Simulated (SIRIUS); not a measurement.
**Sb in SIRIUS: the effect of rattle**

Sb:

```
Sb
1.0
     3.12240    0.00000    0.00000
     0.00000    4.34752    0.00000
    -0.03891    0.00000    4.40585
Sb
2
Cartesian
  0.0258 1.1003 1.0572
  3.0642 3.2527 3.3488
```

This isn't the form of Sb at room conditions, which is rhombohedral.

The cell isn't the ideal one: atoms moved at random.

Alike in all runs:

```yaml
Program: SIRIUS 7.12.0
Task: single point
Functional: PBE
Potentials_or_basis: all-electron FP-LAPW
Cutoff: 149 eV
Basis: apw+lo standard
k_mesh: 9 × 6 × 6
Occupations: fermi-dirac, width 0.05 eV
Spin: no spin polarisation
```

**Question.** One run gave: largest force 0.23 eV/Å. Which rattle did it use?
A. 0.15
B. 0.1
C. 0.02
D. 0.05

**Answer.** A.

```csv
rattle,largest force (eV/Å)
0.02,0.07
0.05,0.11
0.1,0.05
0.15,0.23
```
